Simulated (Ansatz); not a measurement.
# Si: the cost of one run

Computed with Ansatz 0.2.0 through its Python package. Level of theory: DFT PBEsol, plane waves, PAW.

### 1 Starting point

The structure is cubic, space group Im-3m (No. 229). The conventional cell has a = 6.672 Å, b = 6.672 Å, c = 6.672 Å, α = 90.00°, β = 90.00°, γ = 90.00°. Around Si (site symmetry -4m2) lie 4 Si at 2.36 Å.

The script holds or builds the structure itself.

### 2 The code

File si_ecut.py:

```python
# -*- coding: utf-8 -*-
"""Cutoff test for Si."""

import ansatz as az
import matplotlib.pyplot as plt


def main():
    system = (
        az.Lattice.of((-3.33608319, 3.33608319, 3.33608319), (3.33608319, -3.33608319, 3.33608319), (3.33608319, 3.33608319, -3.33608319))
        .atom("Si", (0.75, 0.25, 0.5))
        .atom("Si", (0.75, 0.5, 0.25))
        .atom("Si", (0.5, 0.25, 0.75))
        .atom("Si", (0.25, 0.5, 0.75))
        .atom("Si", (0.25, 0.75, 0.5))
        .atom("Si", (0.5, 0.75, 0.25))
    )

    setup = system.calculation()
    setup = setup.functional("pbesol").kpoints(5, 5, 5)
    setup = setup.occupations(az.OccupationsMethod.FERMI_DIRAC)
    setup = setup.stress()

    rows = []
    for value in [250, 350, 450, 550]:
        rep = setup.basis(value).run(threads=1).report
        rows.append((value, rep["free_energy_ev"] / len(rep["lattice"]["sites"]), rep["n_iterations"], sum(rep["stress_gpa"][i][i] for i in range(3)) / 3, rep["n_pw"]))

    print(" cutoff (eV)   F/atom (eV)    iterations       P (GPa)   plane waves")
    for row in rows:
        print(f"{str(row[0]):>12s}  {row[1]:12.5f}  {row[2]:12d}  {row[3]:12.3f}  {row[4]:12d}")

    # the last row is the reference
    for row in rows[:-1]:
        shift = 1000 * (row[1] - rows[-1][1])
        print(f"{row[0]}: {shift:+.2f} meV/atom" + ("  (within 2 meV)" if abs(shift) < 2 else ""))
    plt.figure(figsize=(4.5, 3))
    plt.plot([str(row[0]) for row in rows], [1000 * (row[1] - rows[-1][1]) for row in rows], "o-")
    plt.xlabel("cutoff (eV)")
    plt.ylabel("F - F(last) (meV/atom)")
    plt.tight_layout()
    plt.savefig("ecut.png", dpi=100)


if __name__ == "__main__":
    main()
```

### 3 The calls as engine input

The engine receives this input (first run):

```yaml
crystal:
  lattice:
    - [-3.33608319, 3.33608319, 3.33608319]
    - [3.33608319, -3.33608319, 3.33608319]
    - [3.33608319, 3.33608319, -3.33608319]
  atoms:
    - { symbol: Si, position: [0.75, 0.25, 0.5] }
    - { symbol: Si, position: [0.75, 0.5, 0.25] }
    - { symbol: Si, position: [0.5, 0.25, 0.75] }
    - { symbol: Si, position: [0.25, 0.5, 0.75] }
    - { symbol: Si, position: [0.25, 0.75, 0.5] }
    - { symbol: Si, position: [0.5, 0.75, 0.25] }
basis:
  ecutwfc: 250.0
kpoints:
  mp_grid:
    grid: [5, 5, 5]
hamiltonian:
  xc: pbesol
scf:
  occupations:
    method: fermi_dirac
output:
  stress: true
```

### 4 Running it

Launch:

```sh
> python si_ecut.py
```

What time and memory should one allow on 1 thread of Arm Neoverse V2, shared host?

About 6.3 s, with a peak of 0.48 GiB.
